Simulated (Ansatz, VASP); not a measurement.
**Cs in VASP and in Ansatz**

INCAR

```
AGGAC    = 1.0          
AGGAX    = 1.0          
ALDAC    = 0.0          
ALDAX    = 1.0          
ALGO     = Normal         # electronic algorithm
EDIFF    = 1E-6           # SCF threshold, eV
ENCUT    = 520            # plane-wave cutoff, eV
GGA      = B5             # functional
ISIF     = 2              # what is computed and relaxed
ISMEAR   = -1             # smearing method
LASPH    = True           # aspherical terms in the spheres
LCHARG   = False          # write CHGCAR
LREAL    = False          # projectors in reciprocal space
LWAVE    = False          # write WAVECAR
NBANDS   = 10             # bands
NELM     = 100            # most SCF steps
PREC     = Accurate       # precision mode
SIGMA    = 0.1            # smearing width, eV
```

Contents of KPOINTS:

```
k-points
0
Gamma
  7 7 7
```

The input POSCAR:

```
Cs
1.0
    5.4792688070      0.0000000000      0.0000000000
    0.0000000000      5.4792688070      0.0000000000
    0.0000000000      0.0000000000      5.4792688070
Cs
1
Direct
    0.0000000000      0.0000000000      0.0000000000
```

Input for Ansatz:

```yaml
crystal:
  lattice:
    - [5.479268807, 0.0, 0.0]
    - [0.0, 5.479268807, 0.0]
    - [0.0, 0.0, 5.479268807]
  atoms:
    - { symbol: Cs, position: [0.0, 0.0, 0.0] }
hamiltonian:
  xc: blyp
  pseudopotentials:
    kind: paw
    azcp:
      Cs: "pseudopotentials/Cs.paw.azcp"
basis:
  ecutwfc: 420
  fft_grid_basis: typed
kpoints:
  mp_grid: { grid: [7, 7, 7], shift: [0, 0, 0] }
magnetization:
  spin_polarized: false
scf:
  occupations: { method: fermi_dirac, width: 0.1 }
  lower_state_search: "off"
output:
  stress: true
```

Alike in both runs: task single point; functional BLYP; k mesh 7 × 7 × 7; occupations fermi-dirac, width 0.1 eV; no spin polarisation.

|  | VASP | Ansatz |
| --- | --- | --- |
| version | VASP 6.6.1 | Ansatz 0.2.0 |
| potentials or method | VASP PAW PBE potentials, release 64 (Cs_sv) | plane waves (420 eV) with PAW, scalar-relativistic |
| plane-wave cutoff (eV) | 520 | 420 |
| valence electrons in the cell | 9 | 9 |

|  | VASP | Ansatz | Ansatz less VASP |
| --- | --- | --- | --- |
| pressure (GPa) | -0.1 | -0.1 | 0.00 |

Caveats: the PAW data sets were made with another functional, which shifts forces and pressure a little (VASP). The runs have no spin-orbit coupling, so splittings on Cs are missing.
